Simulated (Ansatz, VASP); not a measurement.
# InAs in two plane-wave programs

Wanted: the spread between two codes on one cell, functional and k mesh. The cell is taken from a series of runs on this material, whose earlier steps may have relaxed, scaled, displaced or heated it; both programs get it as it stands.

Main program and level: Ansatz 0.2.0; plane waves, with VASP 6.6.1 beside it; zone-centre phonons at LDA.

### Step 1. Set-up

It takes space group R3m (No. 160, trigonal). Conventional cell: a = 4.389 Å, b = 4.389 Å, c = 10.248 Å, α = 90.00°, β = 90.00°, γ = 120.00°. As has 4 In at 2.62 to 2.66 Å nearest. Nearest to In lie 4 As at 2.62 to 2.66 Å. Farther neighbours are not listed.

### Step 2. VASP: zone-centre phonons, LDA

Second derivatives magnify differences that forces hide, and they need a tight electronic threshold.

Lines of VASP's logs that name or quote its potential files are left out, and so is its time.

INCAR reads:

```
SYSTEM = InAs
PREC = Accurate
ENCUT = 500
EDIFF = 1E-08
NELM = 120
ISMEAR = 1
SIGMA = 0.2
LREAL = .FALSE.
ALGO = Normal
GGA = PW92
NBANDS = 15
LORBIT = 11
LWAVE = .FALSE.
LCHARG = .FALSE.
ISIF = 2
IBRION = 8
LASPH = .TRUE.
GGA_COMPAT = .FALSE.
EFERMI = MIDGAP
KPAR = 2
```

POSCAR reads:

```
InAs
1.0
   -0.0965712909      3.0067277067      3.0067277067
    3.0067277067     -0.0965712909      3.0067277067
    3.0067277067      3.0067277067     -0.0965712909
As In
1 1
Direct
    0.7473767863      0.7473767863      0.7473767863
    0.0026232137      0.0026232137      0.0026232137
```

KPOINTS reads:

```
Automatic mesh
0
Gamma
12 12 12
0 0 0
```

PAW data sets: As and In_d (LDA family, release 64).

Launch:

```sh
$ mpirun -np 2 vasp_std
```

Numbers of over 12 decimals in the logs are rounded to 6 here.

The program printed:

```text
[banner, memory and clock lines left out]
running    2 mpi-ranks, on    1 nodes
 distrk:  each k-point on    1 cores,    2 groups
 distr:  one band on    1 cores,    1 groups

 POSCAR found type information on POSCAR AsIn
 POSCAR found :  2 types and       2 ions
|                                                                             |
|               ----> ADVICE to this user running VASP <----                  |
|                                                                             |
|     You enforced a specific xc type in the INCAR file but a different       |
|     [... a line on the potential file left out ...]
|     I HOPE YOU KNOW WHAT YOU ARE DOING!                                     |
|                                                                             |

 LDA part: xc-table for (Slater(with rela. corr.)+PW92), standard interpolation
 POSCAR, INCAR and KPOINTS ok, starting setup
 FFT: planning ... GRIDC
 FFT: planning ... GRID_SOFT
 FFT: planning ... GRID
 WAVECAR not read
 entering main loop
       N       E                     dE             d eps       ncg     rms          rms(c)
DAV:   1     0.111899090863E+03    0.11190E+03   -0.81810E+03  5720   0.126E+03
DAV:   2    -0.118197902844E+01   -0.11308E+03   -0.10896E+03  5992   0.300E+02
DAV:   3    -0.907511478866E+01   -0.78931E+01   -0.78438E+01  7315   0.805E+01
DAV:   4    -0.928297375234E+01   -0.20786E+00   -0.20779E+00  6721   0.147E+01
DAV:   5    -0.929326007877E+01   -0.10286E-01   -0.10286E-01  8744   0.283E+00    0.443E+00
DAV:   6    -0.902842379492E+01    0.26484E+00   -0.38185E-01  8930   0.106E+01    0.243E+00
DAV:   7    -0.899296653191E+01    0.35457E-01   -0.10403E-01  7974   0.286E+00    0.676E-01
DAV:   8    -0.898958116135E+01    0.33854E-02   -0.10715E-02  7441   0.124E+00    0.197E-01
DAV:   9    -0.898947808962E+01    0.10307E-03   -0.72390E-04  7387   0.255E-01    0.121E-01
DAV:  10    -0.898950149763E+01   -0.23408E-04   -0.99426E-05  8852   0.156E-01    0.644E-02
DAV:  11    -0.898950650668E+01   -0.50090E-05   -0.29334E-05  8675   0.101E-01    0.460E-02
DAV:  12    -0.898950399698E+01    0.25097E-05   -0.46417E-06  8433   0.269E-02    0.584E-03
DAV:  13    -0.898950404316E+01   -0.46185E-07   -0.67525E-07  7238   0.477E-03    0.115E-03
DAV:  14    -0.898950404544E+01   -0.22728E-08   -0.34620E-08  6979   0.210E-03
   1 F= -.89895040E+01 E0= -.89896457E+01  d E =0.425071E-03
 Linear response reoptimize wavefunctions to high precision
DAV:   1    -0.898950404575E+01   -0.31991E-09   -0.22200E-09  5950   0.586E-04
DAV:   2    -0.898950404578E+01   -0.23192E-10   -0.50366E-10  4249   0.198E-04
 Linear response DOF=           2
 Linear response progress:
  Degree of freedom:   1/  2
       N       E                     dE             d eps       ncg     rms          rms(c)
RMM:   1    -0.474366799164E-01   -0.47437E-01    0.65392E-02 29678   0.150E+00
RMM:   2    -0.453196523081E-01    0.21170E-02    0.15560E-03 22391   0.551E-01    0.105E-01
RMM:   3    -0.459684825767E-01   -0.64883E-03   -0.18762E-03 26362   0.235E-01    0.449E-02
RMM:   4    -0.461201720774E-01   -0.15169E-03   -0.14341E-04 26850   0.803E-02    0.106E-02
RMM:   5    -0.461484676150E-01   -0.28296E-04   -0.15275E-05 27641   0.304E-02    0.464E-03
RMM:   6    -0.461336129417E-01    0.14855E-04   -0.14733E-06 27034   0.798E-03    0.168E-03
RMM:   7    -0.461310536596E-01    0.25593E-05   -0.24370E-07 29304   0.258E-03    0.104E-03
RMM:   8    -0.461315274131E-01   -0.47375E-06   -0.61173E-08 27660   0.111E-03    0.630E-04
RMM:   9    -0.461321203590E-01   -0.59295E-06    0.80018E-09 28055   0.369E-04    0.118E-04
RMM:  10    -0.461322596161E-01   -0.13926E-06    0.42152E-08 29706   0.150E-04    0.593E-05
RMM:  11    -0.461322581314E-01    0.14847E-08   -0.61317E-08 30161   0.602E-05    0.139E-05
 first order change of Fermi-energy  -0.15122E+01
 force on displaced ion       1 direction 1 :  -6.948  -0.248  -0.248
 Linear response progress:
  Degree of freedom:   2/  2
       N       E                     dE             d eps       ncg     rms          rms(c)
RMM:   1    -0.235691050142E+00   -0.23569E+00   -0.99963E-02 19283   0.487E+00
RMM:   2    -0.238147372815E+00   -0.24563E-02   -0.12758E-02 24267   0.102E+00    0.777E-02
RMM:   3    -0.238080884435E+00    0.66488E-04   -0.14918E-03 26446   0.316E-01    0.370E-02
RMM:   4    -0.237877094766E+00    0.20379E-03   -0.12318E-04 26969   0.105E-01    0.199E-02
RMM:   5    -0.237825029517E+00    0.52065E-04   -0.26525E-05 28292   0.389E-02    0.807E-03
RMM:   6    -0.237820210548E+00    0.48190E-05    0.22790E-06 27948   0.128E-02    0.192E-03
RMM:   7    -0.237830386833E+00   -0.10176E-04    0.19330E-06 28992   0.395E-03    0.769E-04
RMM:   8    -0.237830340131E+00    0.46702E-07    0.21765E-06 28459   0.170E-03    0.502E-04
RMM:   9    -0.237830410202E+00   -0.70072E-07    0.90279E-07 28790   0.744E-04    0.968E-05
RMM:  10    -0.237830104527E+00    0.30568E-06    0.59282E-07 29050   0.334E-04    0.462E-05
RMM:  11    -0.237829940532E+00    0.16399E-06    0.56065E-07 30845   0.170E-04    0.213E-05
RMM:  12    -0.237829894822E+00    0.45710E-07    0.17977E-07 29906   0.990E-05    0.180E-05
RMM:  13    -0.237829960202E+00   -0.65380E-07    0.17841E-07 28352   0.669E-05    0.125E-05
RMM:  14    -0.237829972353E+00   -0.12150E-07    0.71938E-08 33342   0.482E-05    0.210E-05
RMM:  15    -0.237829967814E+00    0.45384E-08    0.37579E-08 30907   0.389E-05    0.929E-06
 first order change of Fermi-energy   0.15129E+01
 force on displaced ion       2 direction 1 :  -6.956  -0.240  -0.240
 Linear response finished
```

From OUTCAR (step 2):

```text
ion  position               nearest neighbor table
   1  0.747  0.747  0.747-   2 2.62   2 2.66   2 2.66   2 2.66
   2  0.003  0.003  0.003-   1 2.62   1 2.66   1 2.66   1 2.66

  LATTYP: Found a trigonal (rhomboedric) cell.
 ALAT       =     4.2532515819
 COS(alpha) =     0.4676403904

 Subroutine GETGRP returns: Found  6 space group operations
 (whereof  6 operations were pure point group operations)

The static configuration has the point symmetry C_3v.

 Found    189 irreducible k-points:

   k-points           NKPTS =    189   k-points in BZ     NKDIM =    189   number of bands    NBANDS=     15

   dimension x,y,z NGX =    32 NGY =   32 NGZ =   32
   dimension x,y,z NGXF=    64 NGYF=   64 NGZF=   64

   ENCUT  =  500.0 eV  36.75 Ry    6.06 a.u.   7.75  7.75  7.75*2*pi/ulx,y,z

   NELECT =      18.0000    total number of electrons

 k-points in reciprocal lattice and weights: Automatic mesh
   0.00000000  0.00000000  0.00000000       0.001
   0.08333333  0.00000000  0.00000000       0.003
   0.16666667  0.00000000  0.00000000       0.003
   0.25000000 -0.00000000 -0.00000000       0.003
   0.33333333  0.00000000  0.00000000       0.003
   0.41666667 -0.00000000 -0.00000000       0.003
   0.50000000 -0.00000000 -0.00000000       0.002
   0.08333333  0.08333333  0.00000000       0.003
   0.16666667  0.08333333  0.00000000       0.007
[...]
-0.41666667  0.50000000  0.41666667       0.003
   0.50000000  0.50000000  0.50000000       0.001

 average (electrostatic) potential at core
       1 -53.4024       2 -96.3878

  Total       -0.7561920     -0.7561920     -0.7561920      0.4004491      0.4004491      0.4004491
  in kB      -21.2619152    -21.2619152    -21.2619152     11.2594602     11.2594602     11.2594602
  external PRESSURE =     -21.2619152 kB  Pullay stress =       0.0000000 kB

  energy-cutoff  :      500.00
  volume of cell :       56.98
      direct lattice vectors                 reciprocal lattice vectors
    -0.096571291  3.006727707  3.006727707    -0.158489190  0.163748532  0.163748532
     3.006727707 -0.096571291  3.006727707     0.163748532 -0.158489190  0.163748532
     3.006727707  3.006727707 -0.096571291     0.163748532  0.163748532 -0.158489190

 POSITION                                       TOTAL-FORCE (eV/Angst)
 -----------------------------------------------------------------------------------
      4.42214      4.42214      4.42214        -0.001560     -0.001560     -0.001560
      0.01552      0.01552      0.01552         0.001560      0.001560      0.001560
 -----------------------------------------------------------------------------------
    total drift:                                0.000053      0.000053      0.000053

 Eigenvectors and eigenvalues of the dynamical matrix
 ----------------------------------------------------

   1 f  =    6.333523 THz    39.794699 2PiTHz  211.263590 cm-1    26.193335 meV
             X         Y         Z           dx          dy          dz
      4.422142  4.422142  4.422142     0.449207    0.449207    0.449207
      0.015521  0.015521  0.015521    -0.362694   -0.362694   -0.362694

   2 f  =    6.012335 THz    37.776614 2PiTHz  200.549903 cm-1    24.865008 meV
             X         Y         Z           dx          dy          dz
      4.422142  4.422142  4.422142     0.317425    0.317425   -0.634850
      0.015521  0.015521  0.015521    -0.256726   -0.256726    0.513451

   3 f  =    6.012335 THz    37.776614 2PiTHz  200.549903 cm-1    24.865008 meV
             X         Y         Z           dx          dy          dz
      4.422142  4.422142  4.422142    -0.549796    0.549796    0.000000
      0.015521  0.015521  0.015521     0.444662   -0.444662   -0.000000

   4 f/i=    0.001442 THz     0.009063 2PiTHz    0.048112 cm-1     0.005965 meV
             X         Y         Z           dx          dy          dz
      4.422142  4.422142  4.422142     0.362694    0.362694    0.362694
      0.015521  0.015521  0.015521     0.449207    0.449207    0.449207

   5 f/i=    0.003604 THz     0.022642 2PiTHz    0.120201 cm-1     0.014903 meV
             X         Y         Z           dx          dy          dz
      4.422142  4.422142  4.422142    -0.414614   -0.054982    0.469596
      0.015521  0.015521  0.015521    -0.512644   -0.067982    0.580626

   6 f/i=    0.003604 THz     0.022642 2PiTHz    0.120201 cm-1     0.014903 meV
             X         Y         Z           dx          dy          dz
      4.422142  4.422142  4.422142    -0.302866    0.510499   -0.207634
      0.015521  0.015521  0.015521    -0.374474    0.631199   -0.256726

 ELASTIC MODULI CONTR FROM IONIC RELAXATION (kBar)
 Direction    XX          YY          ZZ          XY          YZ          ZX
 --------------------------------------------------------------------------------
 XX          -4.5697     -4.3690     -4.3690    -15.3673    -20.7576    -15.8725
 YY          -4.3690     -4.5697     -4.3690    -15.8725    -15.3673    -20.7576
 ZZ          -4.3690     -4.3690     -4.5697    -20.7576    -15.8725    -15.3673
 XY         -15.3673    -15.8725    -20.7576   -156.0209    -23.5753    -23.5753
 YZ         -20.7576    -15.3673    -15.8725    -23.5753   -156.0209    -23.5753
 ZX         -15.8725    -20.7576    -15.3673    -23.5753    -23.5753   -156.0209
 --------------------------------------------------------------------------------
```

The gap is under twice the smearing width, so the edge states are partly filled and the run can't tell a small gap from a semimetal. Methfessel-Paxton smearing is not meant for a cell with a gap.

[end of part 1 of 2]

[Lines on the potential files, build, host, timing and source positions are cut from VASP's logs without a mark.]

[Logs are printed without paths, hosts, clocks, repeated set-up lines and the standing remarks that a program may print on its own settings, such as how far it seeks lower states.]

[Hosts, paths, dates, database ids (printed as entryN), source tags and the programs' standing remarks are cut or masked in the printed files.]
